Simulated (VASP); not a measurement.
A run of VASP 6.6.1:

The input INCAR:

```
PREC = Accurate
ENCUT = 600
EDIFF = 1E-6
ISMEAR = 0
SIGMA = 0.05
LREAL = F
LASPH = T
NELM = 120
ALGO = Normal
ISIF = 3
LWAVE = F
LCHARG = F
ISPIN = 2
MAGMOM = 4 0
LORBIT = 11
LMAXMIX = 4
METAGGA = MS2
LMIXTAU = T
IBRION = 2
NSW = 60
EDIFFG = -0.005
```

KPOINTS

```
Automatic mesh
0
Gamma
  8 8 8
```

Contents of POSCAR:

```
MnAs
1.0
    3.3616209100      0.0000000000      0.0000000000
    0.0000000000      3.3616209100      0.0000000000
    0.0000000000      0.0000000000      3.3616209100
Mn As
1 1
Direct
    0.0000000000      0.0000000000      0.0000000000
    0.5000000000      0.5000000000      0.5000000000
```

Potentials or basis: VASP PAW PBE potentials, release 64 (Mn_pv, As).

The run is started by

```console
$ cat potpaw_PBE.64/Mn_pv/POTCAR potpaw_PBE.64/As/POTCAR > POTCAR
$ mpirun -np 1 vasp_std > vasp.out
```

Hardware: 1 thread of Intel(R) Xeon(R) Platinum 8488C (Sapphire Rapids) (shared host).

Task: Estimate the wall time of this run.

Result: Wall time 20 min on 1 thread of Intel(R) Xeon(R) Platinum 8488C (Sapphire Rapids), on a shared host, peak memory 0.22 GiB. Counts: scf iterations 189, k points 35, ion steps 15.
